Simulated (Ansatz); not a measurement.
Structure: a 6-atom cell of FeS2 (Pnnm) from a materials database, at its r2SCAN minimum. The symmetry is Pnnm (No. 58, orthorhombic); conventional cell a = 4.431 Å, b = 5.401 Å, c = 3.379 Å, 13.48 Å³ an atom. Fe is surrounded by 6 S at 2.23–2.25 Å; S is surrounded by 1 S at 2.22 Å and 3 Fe at 2.23–2.25 Å.

```cif
data_structure
_symmetry_space_group_name_H-M 'Pnnm'
_symmetry_Int_Tables_number 58
_cell_length_a 4.4308
_cell_length_b 5.4006
_cell_length_c 3.3792
_cell_angle_alpha 90.000
_cell_angle_beta 90.000
_cell_angle_gamma 90.000
_cell_volume 80.86
loop_
_atom_site_label
_atom_site_type_symbol
_atom_site_symmetry_multiplicity
_atom_site_Wyckoff_symbol
_atom_site_fract_x
_atom_site_fract_y
_atom_site_fract_z
_atom_site_occupancy
Fe1 Fe 2 a 0.50000 0.50000 0.50000 1
S1 S 4 g 0.29905 0.87784 0.50000 1
```

3 runs of the plane-wave code Ansatz on this cell differ in the functional (and in the settings that go with it). Levels are in eV from each run's valence top; v1 is the last filled band, c1 the first empty one.

Run A, mean stress +36.2 GPa (compression positive):
```tsv
point	v4	v3	v2	v1	c1	c2
Γ	-2.05	-1.61	-1.45	-1.06	9.91	12.32
X	-1.52	-1.52	-0.16	-0.16	10.51	10.51
S	-0.97	-0.97	-0.70	-0.70	11.32	11.32
Y	-2.21	-2.21	-1.21	-1.21	9.96	9.96
```

Run B, mean stress -0.5 GPa (compression positive):
```tsv
point	v4	v3	v2	v1	c1	c2
Γ	-1.36	-1.25	-1.24	-0.54	2.38	3.12
X	-1.19	-1.19	-0.14	-0.14	3.07	3.07
S	-1.29	-1.29	-1.16	-1.16	2.97	2.97
Y	-1.30	-1.30	-0.77	-0.77	2.37	2.37
```

Run C, mean stress +0.8 GPa (compression positive):
```tsv
point	v4	v3	v2	v1	c1	c2
Γ	-1.02	-0.79	-0.76	-0.55	1.19	1.42
X	-0.70	-0.70	-0.13	-0.13	1.72	1.72
S	-1.15	-1.15	-0.93	-0.93	1.36	1.36
Y	-0.87	-0.87	-0.37	-0.37	1.12	1.12
```

Question: Match the runs to PBE, HSE06, Hartree-Fock.

Answer: A is Hartree-Fock, B is HSE06, C is PBE. In order of the gap: PBE 0.85, HSE06 2.25, Hartree-Fock 9.68 eV.

No spin polarisation and no zero-point or thermal motion.

The program warns that its thresholds are loose for a hybrid's stress.

The meshes of the hybrids are coarse, so their gaps aren't converged to the digits shown.
